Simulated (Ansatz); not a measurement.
Pb under changes of volume

One of the cells (40.672 Å³/atom); the others are scaled copies at fixed shape and fractional positions:

```
CELL_PARAMETERS angstrom
0.00000 3.43900 3.43900
3.43900 0.00000 3.43900
3.43900 3.43900 0.00000
ATOMIC_POSITIONS crystal
Pb 0.25000 0.25000 0.25000
Pb 0.00000 0.00000 0.00000
```

This isn't the form of Pb at room conditions, which is fcc.

```yaml
Program: Ansatz 0.2.0
Functional: r2SCAN
Potentials_or_basis: Ansatz PAW
Cutoff: "500 eV (not typed: the program's choice for these potentials)"
k_mesh: 7 × 7 × 7
Occupations: fermi-dirac, width 0.05 eV
Spin: no spin polarisation
```

```tsv
volume (Å³/atom)	energy over the lowest point (meV/atom)	pressure (GPa)
38.232	38.52	3.6
39.045	22.78	2.6
39.859	11.51	1.8
40.672	4.23	1.1
41.486	0.52	0.4
42.299	0.00	-0.2
43.112	?	?
```

Problem. What does the run at 43.112 Å³/atom give?

Solution. Energy over the lowest point 2.33 meV/atom; pressure -0.7 GPa.

Worked out: A Birch-Murnaghan fit of order 3 (a polynomial in V^(-2/3)) to the other rows has its minimum at 42.03 Å³/atom with B0 = V·E''(V) = 30 GPa and B' = 4.8. It gives 2.33 meV/atom at 43.112 Å³/atom, against the run's 2.33, and -dE/dV = -0.7 GPa, against -0.7.

Energies are extrapolated to zero smearing.

Caveats: the PAW data sets come from PBE, with cores solved anew for the run's functional, which leaves a small shift of forces and pressure.
